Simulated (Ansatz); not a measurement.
# GaAs (WC type): how the settings move a single-point run

Question: which choices in the input matter for GaAs (WC type)?

Computed with Ansatz 0.2.0 (reference: DFT, r2SCAN, PAW with Ansatz's default frozen-core files, scalar-relativistic, unless a step's input says otherwise).

1 further run of the same task is left out (set aside as unsound or not needed).

## Step 1: The starting structure

Symmetry: P-6m2, No. 187, hexagonal system. Conventional cell: a = 3.840 Å, b = 3.840 Å, c = 3.240 Å, α = 90.00°, β = 90.00°, γ = 120.00°. Ga (site symmetry -6m2) has 6 As at 2.75 Å as nearest neighbours. As (site symmetry -6m2) has 6 Ga at 2.75 Å as nearest neighbours.

Structure file:

```cif
data_structure
_symmetry_space_group_name_H-M 'P 1'
_symmetry_Int_Tables_number 1
_cell_length_a 3.8404
_cell_length_b 3.8404
_cell_length_c 3.2403
_cell_angle_alpha 90.000
_cell_angle_beta 90.000
_cell_angle_gamma 120.000
_cell_volume 41.39
loop_
_atom_site_label
_atom_site_type_symbol
_atom_site_fract_x
_atom_site_fract_y
_atom_site_fract_z
_atom_site_occupancy
Ga1 Ga 0.00000 0.00000 0.00000 1
As1 As 0.33333 0.66667 0.50000 1
```

## Step 2: Reference

input.yaml reads:

```yaml
crystal:
  lattice:
    - [3.8404235174, 0.0, 0.0]
    - [-1.9202117587, 3.3259043274, 0.0]
    - [0.0, 0.0, 3.240276684]
  atoms:
    - { symbol: Ga, position: [0.0, 0.0, 0.0] }
    - { symbol: As, position: [0.3333333333, 0.6666666667, 0.5] }
kpoints:
  mp_grid: { grid: [13, 13, 11] }
  band_path:
    path:
      - [0.0, 0.0, 0.0]
      - [0.5, 0.0, 0.0]
      - [0.3333333333, 0.3333333333, 0.0]
      - [0.0, 0.0, 0.0]
      - [0.0, 0.0, 0.5]
      - [0.5, 0.0, 0.5]
      - [0.3333333333, 0.3333333333, 0.5]
      - [0.0, 0.0, 0.5]
      - [0.5, 0.0, 0.5]
    npoints: 5
scf:
  occupations: { method: fermi_dirac, width: 0.05 }
hamiltonian:
  xc: r2scan
  pseudopotentials: { kind: paw }
output:
  forces: true
  stress: true
  eigenvalues: true
  efg: { contact_densities: true }
```

Launch:

```
ansatz run input.yaml --threads 1 --pin off --max-ram 2048MiB --backend cpu --events-out ev --progress --plain --runs-dir out
```

## Step 3: Variant: mp_grid.grid [10, 10, 9]

Edit input.yaml of step 2 so:

```diff
@@ -9,3 +9,3 @@
 kpoints:
-  mp_grid: { grid: [13, 13, 11] }
+  mp_grid: { grid: [10, 10, 9] }
   band_path:
@@ -32 +32,5 @@
   efg: { contact_densities: true }
+  write_density: true
+  write_potential: true
+  elf: true
+  volumetric_format: npy
```

Q: Predict the outcome of this session. Wanted: for each run, ending; energy change; pressure; gap; force.

**Answer**, as computed:

```csv
run,ending,energy change,pressure (GPa),gap (eV),force (eV/Å),cycles,time
reference,converged,0,-2.4,0.00,0.00,7,8.9 s
"1: mp_grid.grid [10, 10, 9]",converged,-1.6 meV/atom,-2.4,0.00,0.00,7,6.7 s
```

Times don't compare one to one where runs were asked for different outputs or read a saved state (see the inputs); cycles may leave out searches for a lower state.

Residual by cycle in the longest SCF loop of each run; runs are numbered as in the table. The quantity is the density residual dr2, in eV.

```csv
cycle,reference,run 1
1,0.0168,0.0131
2,0.00602,0.00149
3,7.0e-4,4.0e-4
4,1.2e-4,1.3e-4
5,3.7e-6,2.3e-6
6,2.1e-7,2.1e-7
7,3.9e-9,5.1e-9
```

Changing the k-point mesh moves the energy by -1.6 meV/atom. The energy is not variational in the mesh, so the sign tells nothing. Semilocal functionals close small gaps, so the missing gap need not be the real solid's.
